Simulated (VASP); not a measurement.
# CaSe (R-3m) in VASP: notebook

Aim: see how the results for CaSe move with the level of theory and the settings. Levels: r2SCAN, PBE. Tasks: single point.

All numbers are computed with VASP 6.6.1; they aren't measurements. Logs are shortened: lines on timing, memory, paths and dates and some standing lists are left out, and cuts for length are marked.

## (1) The cell of the first run

The structure is trigonal, space group R-3m (No. 166). The conventional cell has a = 4.197 Å, b = 4.197 Å, c = 9.811 Å, α = 90.00°, β = 90.00°, γ = 120.00°. Ca (site symmetry -3m) has 6 Se at 2.92 Å as nearest neighbours. Around Se (site symmetry -3m) lie 6 Ca at 2.92 Å.

The cell was built by a generator and needn't be a form met in nature.

## (2) Single point, r2SCAN (shear_111 strain -4.6%)

POSCAR

```
CaSe
1.0
   -0.0902130674      2.8773220443      2.8773220443
    2.8773220443     -0.0902130674      2.8773220443
    2.8773220443      2.8773220443     -0.0902130674
Ca Se
1 1
Direct
    0.0000000000      0.0000000000      0.0000000000
    0.5000000000      0.5000000000      0.5000000000
```

INCAR.step1

```
SYSTEM = CaSe
PREC = Accurate ; ENCUT = 520
ISMEAR = 0 ; SIGMA = 0.01
LREAL = .False. ; LASPH = .True.
NELM = 100 ; NBANDS = 15
GGA = PE ; ALGO = Normal
EDIFF = 1E-4 ; LWAVE = .True.
LCHARG = .False.
```

INCAR.step2

```
SYSTEM = CaSe
PREC = Accurate ; ENCUT = 520
EDIFF = 1E-7 ; ISMEAR = 0
SIGMA = 0.01 ; LREAL = .False.
LASPH = .True. ; NELM = 100
ALGO = Normal ; ISIF = 2
LWAVE = .False. ; LCHARG = .False.
METAGGA = R2SCAN ; LMIXTAU = .True.
NBANDS = 15 ; ISTART = 1
```

KPOINTS

```
Automatic mesh
0
Gamma
  8 8 8
  0 0 0
```

Potentials or basis: VASP PAW PBE potentials, release 64 (Ca_sv, Se).

The run is started by

```sh
> cat potpaw_PBE.64/Ca_sv/POTCAR potpaw_PBE.64/Se/POTCAR > POTCAR
> cp INCAR.step1 INCAR
> mpirun -np 1 vasp_std > vasp.out
> cp INCAR.step2 INCAR
> mpirun -np 1 vasp_std > vasp.out
```

OUTCAR:

```text
SYSTEM = CaSe
   PREC = Accurate
   ENCUT = 520
   EDIFF = 1E-7
   ISMEAR = 0
   LREAL = .False.
   LASPH = .True.
   NELM = 100
   ISIF = 2
   METAGGA = R2SCAN
   ISTART = 1

 ion  position               nearest neighbor table
   1  0.000  0.000  0.000-   2 2.92   2 2.92   2 2.92   2 2.92   2 2.92   2 2.92
   2  0.500  0.500  0.500-   1 2.92   1 2.92   1 2.92   1 2.92   1 2.92   1 2.92

  LATTYP: Found a trigonal (rhomboedric) cell.
 ALAT       =     4.0701477480
 COS(alpha) =     0.4684166334

  Lattice vectors:

 A1 = (  -0.0902130674,   2.8773220443,   2.8773220443)
 A2 = (   2.8773220443,  -0.0902130674,   2.8773220443)
 A3 = (   2.8773220443,   2.8773220443,  -0.0902130674)

Analysis of symmetry for initial positions (statically):
=====================================================================
 Subroutine PRICEL returns:
 Original cell was already a primitive cell.

 Routine SETGRP: Setting up the symmetry group for a
 trigonal (rhombohedral) supercell.

 Subroutine GETGRP returns: Found 12 space group operations
 (whereof 12 operations were pure point group operations)
 out of a pool of 12 trial point group operations.

The static configuration has the point symmetry D_3d.

Analysis of symmetry for dynamics (positions and initial velocities):
=====================================================================
 Subroutine PRICEL returns:
 Original cell was already a primitive cell.

 Routine SETGRP: Setting up the symmetry group for a
 trigonal (rhombohedral) supercell.

 Subroutine GETGRP returns: Found 12 space group operations
 (whereof 12 operations were pure point group operations)
 out of a pool of 12 trial point group operations.

The dynamic configuration has the point symmetry D_3d.

 Subroutine INISYM returns: Found 12 space group operations
 (whereof 12 operations are pure point group operations),
 and found     1 'primitive' translations

----------------------------------------------------------------------------------------

                                     Primitive cell

  volume of cell :      49.8825

  direct lattice vectors                    reciprocal lattice vectors
    -0.090213067  2.877322044  2.877322044    -0.165806591  0.171173415  0.171173415
     2.877322044 -0.090213067  2.877322044     0.171173415 -0.165806591  0.171173415
     2.877322044  2.877322044 -0.090213067     0.171173415  0.171173415 -0.165806591

  length of vectors
     4.070147748  4.070147748  4.070147748     0.293415237  0.293415237  0.293415237

  position of ions in fractional coordinates (direct lattice)
     0.000000000  0.000000000  0.000000000
     0.500000000  0.500000000  0.500000000

  ion indices of the primitive-cell ions
   primitive index   ion index
                 1           1
                 2           2

----------------------------------------------------------------------------------------

 KPOINTS: Automatic mesh

Automatic generation of k-mesh.
 Grid dimensions read from file:
 generate k-points for:    8    8    8

 Generating k-lattice:

  Cartesian coordinates                     Fractional coordinates (reciprocal lattice)
    -0.020725824  0.021396677  0.021396677     0.125000000 -0.000000000 -0.000000000
     0.021396677 -0.020725824  0.021396677    -0.000000000  0.125000000 -0.000000000
     0.021396677  0.021396677 -0.020725824    -0.000000000 -0.000000000  0.125000000

  Length of vectors
     0.036676905  0.036676905  0.036676905

  Shift w.r.t. Gamma in fractional coordinates (k-lattice)
     0.000000000  0.000000000  0.000000000

 Subroutine IBZKPT returns following result:
 ===========================================

 Found     65 irreducible k-points:

 Following reciprocal coordinates:
            Coordinates               Weight
  0.000000  0.000000  0.000000      1.000000
  0.125000  0.000000 -0.000000      6.000000
  0.250000  0.000000 -0.000000      6.000000
  0.375000 -0.000000 -0.000000      6.000000
  0.500000  0.000000 -0.000000      3.000000
  0.125000  0.125000  0.000000      6.000000
[... 16 lines left out ...]
  0.250000  0.125000  0.125000      6.000000
  0.375000  0.125000  0.125000      6.000000
 [... further k-points ...]
   k-points           NKPTS =     65   k-points in BZ     NKDIM =     65   number of bands    NBANDS=     15
   number of dos      NEDOS =    301   number of ions     NIONS =      2
   total plane-waves  NPLWV =  27000
   dimension x,y,z NGX =    30 NGY =   30 NGZ =   30
   dimension x,y,z NGXF=    60 NGYF=   60 NGZF=   60
   ions per type =               1   1
   NGX,Y,Z   is equivalent  to a cutoff of  12.25, 12.25, 12.25 a.u.
   NGXF,Y,Z  is equivalent  to a cutoff of  24.51, 24.51, 24.51 a.u.
 SYSTEM =  CaSe
   PREC   = accura    normal or accurate (medium, high low for compatibility)
   ISTART =      1    job   : 0-new  1-cont  2-samecut
   ICHARG =      0    charge: 1-file 2-atom 10-const
   ISPIN  =      1    spin polarized calculation?
   LNONCOLLINEAR =      F non collinear calculations
   LSORBIT =      F    spin-orbit coupling
   LASPH  =      T    aspherical Exc in radial PAW
   ENCUT  =  520.0 eV  38.22 Ry    6.18 a.u.   7.57  7.57  7.57*2*pi/ulx,y,z
   NELM   =    100;   NELMIN=  2; NELMDL=  0     # of ELM steps
   EDIFF  = 0.1E-06   stopping-criterion for ELM
   LREAL  =      F    real-space projection
   EDIFFG = 0.1E-05   stopping-criterion for IOM
   NSW    =      0    number of steps for IOM
   IBRION =     -1    ionic relax: 0-MD 1-quasi-New 2-CG
   NFREE  =      0    steps in history (QN), initial steepest desc. (CG)
   ISIF   =      2    stress and relaxation
   ISYM   =      2    0-nonsym 1-usesym 2-fastsym
   POTIM  = 0.5000    time-step for ionic-motion
   TEBEG  =    0.0;   TEEND  =   0.0 temperature during run
   PSTRESS=    0.0 pullay stress
   NELECT =      16.0000    total number of electrons
   NUPDOWN=      -1.0000    fix difference up-down
   EMIN   =  10.00;   EMAX   =-10.00  energy-range for DOS
   EFERMI =   0.00;   METHOD = LEGACY
   ISMEAR =     0;   SIGMA  =   0.01  broadening in eV -4-tet -1-fermi 0-gaus
   EFERMI_NEDOS =   21; number of points for ismear=-14 and -15
   IALGO  =     38    algorithm
   IMIX   =      4    mixing-type and parameters
     AMIX     =   0.40;   BMIX     =  1.00
     AMIX_MAG =   1.60;   BMIX_MAG =  1.00
  volume/ion in A,a.u.               =      24.94       168.31
  Fermi-wavevector in a.u.,A,eV,Ry     =   1.120638  2.117699 17.086609  1.255830
  Thomas-Fermi vector in A             =   2.257286
   LORBIT       =      0    0 simple, 1 ext, 2 COOP (PROOUT), +10 PAW based schemes
   METAGGA = R2SCAN    functional components
   LHFCALC =     F    Hartree Fock is set to
   AEXX    =    0.0000 exact exchange contribution
   IVDW    =     0    specifies the selected vdW correction
   LEPSILON=     F    determine dielectric tensor
   LRPA    =     F    only Hartree local field effects (RPA)
 non-spin polarized calculation
 Gauss-broadening in eV      SIGMA  =   0.01
  energy-cutoff  :      520.00
  volume of cell :       49.88
 maximum number of plane-waves:      1368
   NGX = 15   NGY = 15   NGZ = 15

 number of electron      15.9999998 magnetization

 Free energy of the ion-electron system (eV)
  ---------------------------------------------------
  ext. energy  EPLUGINS =         0.00000000
  ---------------------------------------------------
  free energy    TOTEN  =       -25.94281131 eV

  energy without entropy =      -25.94281131  energy(sigma->0) =      -25.94281131

 E-fermi :   2.6948     XC(G=0):  -9.7469

 val. band max:        2.6277961674   @ k =   0.0000   0.0000   0.0000
 cond. band min:       4.8422627863   @ k =   0.5000   0.5000   0.0000
 fundamental gap:      2.2144666189
 Fermi energy:         2.6948490369

 k-point     1 :       0.0000    0.0000    0.0000
  band No.  band energies     occupation
      1     -38.7470      2.00000
      2     -18.8712      2.00000
      3     -18.8623      2.00000
      4     -18.8623      2.00000
      5      -9.8820      2.00000
      6       2.3622      2.00000
      7       2.3622      2.00000
      8       2.6278      2.00000
      9       6.5237      0.00000
     10       6.5237      0.00000
     11       6.6170      0.00000
     12       7.0890      0.00000
     13       7.2998      0.00000
     14       7.2998      0.00000
     15      12.9990      0.00000

 k-point     2 :       0.1250    0.0000   -0.0000
  band No.  band energies     occupation
      1     -38.7459      2.00000
      2     -18.8850      2.00000
      3     -18.8706      2.00000
      4     -18.8630      2.00000
      5      -9.7784      2.00000
      6       1.6388      2.00000
      7       2.1196      2.00000
      8       2.3556      2.00000
      9       6.6075      0.00000
     10       6.7655      0.00000
     11       7.0592      0.00000
     12       7.6297      0.00000
     13       7.7114      0.00000
     14       7.7799      0.00000
     15      13.1601      0.00000

 k-point     3 :       0.2500    0.0000   -0.0000
  band No.  band energies     occupation
      1     -38.7431      2.00000
      2     -18.9335      2.00000
      3     -18.8746      2.00000
      4     -18.8645      2.00000
      5      -9.5151      2.00000
      6       0.3641      2.00000
      7       1.6461      2.00000
      8       1.8763      2.00000
      9       6.7916      0.00000
     10       7.3353      0.00000
     11       7.5876      0.00000
     12       8.7634      0.00000
     13       8.7726      0.00000
     14       9.1259      0.00000
     15      12.7248      0.00000
[... 343 lines left out ...]
 k-point    23 :       0.2500    0.1250    0.1250
  band No.  band energies     occupation
      1     -38.7438      2.00000
      2     -18.9170      2.00000
      3     -18.8760      2.00000
      4     -18.8620      2.00000
      5      -9.6133      2.00000
      6       0.9355      2.00000
      7       1.7501      2.00000
      8       1.9735      2.00000
      9       6.8404      0.00000
     10       6.9050      0.00000
     11       7.3305      0.00000
     12       7.5511      0.00000
     13       8.7110      0.00000
     14       9.0990      0.00000
     15      13.1840      0.00000

 k-point    24 :       0.3750    0.1250    0.1250
  band No.  band energies     occupation
      1     -38.7410      2.00000
      2     -18.9558      2.00000
      3     -18.8873      2.00000
      4     -18.8636      2.00000
      5      -9.3574      2.00000
      6      -0.0676      2.00000
      7       1.3651      2.00000
      8       1.5654      2.00000
      9       7.1115      0.00000
     10       7.4207      0.00000
     11       8.1737      0.00000
     12       8.2786      0.00000
     13       9.6850      0.00000
     14       9.9804      0.00000
     15      12.7338      0.00000

 [... further k-points ...]

------------------------ aborting loop because EDIFF is reached ----------------------------------------

  FORCE on cell =-STRESS in cart. coord.  units (eV):
  Direction    XX          YY          ZZ          XY          YZ          ZX
  --------------------------------------------------------------------------------------
  -------------------------------------------------------------------------------------
  Total        0.9079173      0.9079173      0.9079173      0.2697156      0.2697156      0.2697156
  in kB       29.1614314     29.1614314     29.1614314      8.6630074      8.6630074      8.6630074
  external PRESSURE =      29.1614314 kB  Pullay stress =       0.0000000 kB

 VOLUME and BASIS-vectors are now :
 -----------------------------------------------------------------------------
  energy-cutoff  :      520.00
  volume of cell :       49.88
      direct lattice vectors                 reciprocal lattice vectors
    -0.090213067  2.877322044  2.877322044    -0.165806591  0.171173415  0.171173415
     2.877322044 -0.090213067  2.877322044     0.171173415 -0.165806591  0.171173415
     2.877322044  2.877322044 -0.090213067     0.171173415  0.171173415 -0.165806591

 POSITION                                       TOTAL-FORCE (eV/Angst)
 -----------------------------------------------------------------------------------
      0.00000      0.00000      0.00000         0.000000     -0.000000      0.000000
      2.83222      2.83222      2.83222        -0.000000      0.000000     -0.000000
 -----------------------------------------------------------------------------------
    total drift:                               -0.000000      0.000000      0.000000

  FREE ENERGIE OF THE ION-ELECTRON SYSTEM (eV)
  ---------------------------------------------------
  free  energy   TOTEN  =       -25.9428113111 eV

  energy  without entropy=      -25.9428113111  energy(sigma->0) =      -25.94281131
```

Run time: 88 s. Hardware: 1 thread of Intel Xeon 6975P-C (Granite Rapids), shared host; peak memory 0.2 GiB.

Results:

```
Free energy            : -25.9428 eV
Pressure               : 2.9 GPa
Band gap on the k mesh : 2.21 eV, indirect (least direct gap 3.24 eV)
```

Caveat: the PAW data sets were made with another functional, which shifts forces and pressure a little. A k mesh can miss the band edges.

## (3) Single point, PBE (shear_111 strain -4.6%)

INCAR

```
SYSTEM = CaSe
  PREC = Accurate
  ENCUT = 520
  EDIFF = 1E-6
  ISMEAR = -1
  SIGMA = 0.02
  LREAL = .FALSE.
  LASPH = .TRUE.
  NELM = 100
  ALGO = Normal
  ISIF = 2
  LWAVE = .FALSE.
  LCHARG = .FALSE.
  GGA = PE
  NBANDS = 15
```

KPOINTS

```
regular mesh
0
G
  8 8 8
  0 0 0
```

POSCAR is that of step 2.

Potentials or basis: VASP PAW PBE potentials, release 64 (Ca_sv, Se).

The run is started by

```sh
> cat potpaw_PBE.64/Ca_sv/POTCAR potpaw_PBE.64/Se/POTCAR > POTCAR
> mpirun -np 1 vasp_std > vasp.out
```

Wall time 17 s (1 thread of Intel Xeon 6975P-C (Granite Rapids), shared host); peak memory 0.2 GiB.

Results (log left out):

* Free energy: -9.4423 eV
* Pressure: 3.3 GPa
* Band gap on the k mesh: 1.75 eV, indirect (least direct gap 2.76 eV)

Stress tensor (GPa, compression positive):
```
3.32 0.78 0.78
0.78 3.32 0.78
0.78 0.78 3.32
```

Levels at points of the mesh, in eV from the valence-band top:
```csv
k point,band 4,band 5,band 6,band 7,band 8,band 9,band 10,band 11,band 12,band 13
"(0.00, 0.00, 0.00)",-20.82,-12.10,-0.25,-0.25,0.00,3.27,3.39,3.39,3.85,4.13
"(0.50, 0.00, 0.00)",-20.83,-11.35,-3.62,-1.50,-1.27,4.45,5.22,5.26,5.65,7.46
"(0.50, 0.50, 0.00)",-20.86,-11.48,-2.79,-1.27,-1.01,1.75,4.92,5.00,5.97,6.00
"(0.50, 0.50, 0.50)",-20.83,-11.28,-3.54,-1.62,-1.62,4.25,5.47,5.51,5.51,7.67
```

A k mesh can miss the band edges.

## (4) Single point, PBE (biaxial_xy strain +4.1%)

INCAR

```
  PREC = Accurate
  ENCUT = 520
  EDIFF = 1E-7
  ISMEAR = -1
  SIGMA = 0.02
  LREAL = F
  LASPH = T
  NELM = 100
  ALGO = Normal
  ISIF = 2
  LWAVE = F
  LCHARG = T
  GGA = PE
  LELF = T
  LVHAR = T
  NBANDS = 15
```

KPOINTS

```
regular mesh
0
Gamma
  8 8 8
```

POSCAR

```
CaSe
1.0
    0.0000000000      3.0889072977      2.9675351117
    3.0889072977      0.0000000000      2.9675351117
    3.0889072977      3.0889072977      0.0000000000
Ca Se
1 1
Direct
    0.0000000000      0.0000000000      0.0000000000
    0.5000000000      0.5000000000      0.5000000000
```

The run is started by

```sh
> cat potpaw_PBE.64/Ca_sv/POTCAR potpaw_PBE.64/Se/POTCAR > POTCAR
> mpirun -np 1 vasp_std > vasp.out
```

It took 16 s on 1 thread of Intel Xeon 6975P-C (Granite Rapids), shared host; peak memory 0.2 GiB.

The run converged. Its results:

- Free energy: -9.4425 eV
- Pressure: -2.6 GPa
- Band gap on the k mesh: 2.20 eV, indirect (least direct gap 2.84 eV)

Stress tensor (GPa, compression positive):
```
-3.43  0.00  0.00
 0.00 -3.43  0.00
 0.00  0.00 -0.83
```

Levels at points of the mesh, in eV from the valence-band top:
```tsv
k point	band 6	band 7	band 8	band 9	band 10	band 11
(0.00, 0.00, 0.00)	-0.01	0.00	0.00	2.84	3.64	3.64
(0.50, 0.00, 0.00)	-2.96	-1.03	-1.03	4.35	5.20	5.27
(0.50, 0.50, 0.00)	-2.23	-0.93	-0.93	2.20	4.64	4.92
(0.50, 0.00, 0.50)	-2.32	-0.86	-0.76	2.22	4.60	4.92
```

(Continued in part 2 of 2.)
